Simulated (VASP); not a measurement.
**Mo: relaxation of cell and atoms with LDA**

The system is Mo.

```xyz
1
Lattice="-1.5581 1.5581 1.5581 1.5581 -1.5581 1.5581 1.5581 1.5581 -1.5581" Properties=species:S:1:pos:R:3 pbc="T T T"
Mo    1.5581    1.5581    1.5581
```

- Program: VASP 6.6.1
- Task: relaxation of cell and atoms
- Functional: LDA
- Potentials or basis: VASP PAW LDA potentials, release 64 (Mo_sv)
- Cutoff: 600 eV
- k mesh: 20 × 20 × 20
- Occupations: methfessel-paxton, width 0.1 eV
- Spin: no spin polarisation
- Further INCAR settings: ALGO = Normal; EDIFF = 1e-07; IBRION = 2; EDIFFG = -0.005; NSW = 90; ISIF = 3

* Pressure after relaxing: 0.0 GPa
* Band gap on the k mesh: none (metal or under the smearing width)

Final structure:
```yaml
crystal:
  lattice:
    - [-1.55807, 1.55807, 1.55807]
    - [1.55807, -1.55807, 1.55807]
    - [1.55807, 1.55807, -1.55807]
  atoms:
    - { symbol: Mo, position: [0.00000, 0.00000, 0.00000] }
```

Levels at points of the mesh, in eV from the Fermi level:
| k point | band 5 | band 6 | band 7 | band 8 | band 9 | band 10 |
| --- | --- | --- | --- | --- | --- | --- |
| (0.00, 0.00, 0.00) | -7.36 | -1.47 | -1.47 | -1.47 | 1.66 | 1.66 |
| (0.50, 0.00, 0.00) | -5.56 | -3.60 | 1.71 | 1.78 | 2.36 | 4.99 |
| (0.50, 0.50, 0.50) | -5.75 | -5.75 | 4.17 | 4.17 | 4.17 | 9.28 |

Run time: 17 s on 1 thread of Intel(R) Xeon(R) Platinum 8559C (Emerald Rapids), with other jobs on the host, peak memory 0.16 GiB.

Caveat: the relaxation stopped at its first step, so nothing moved.
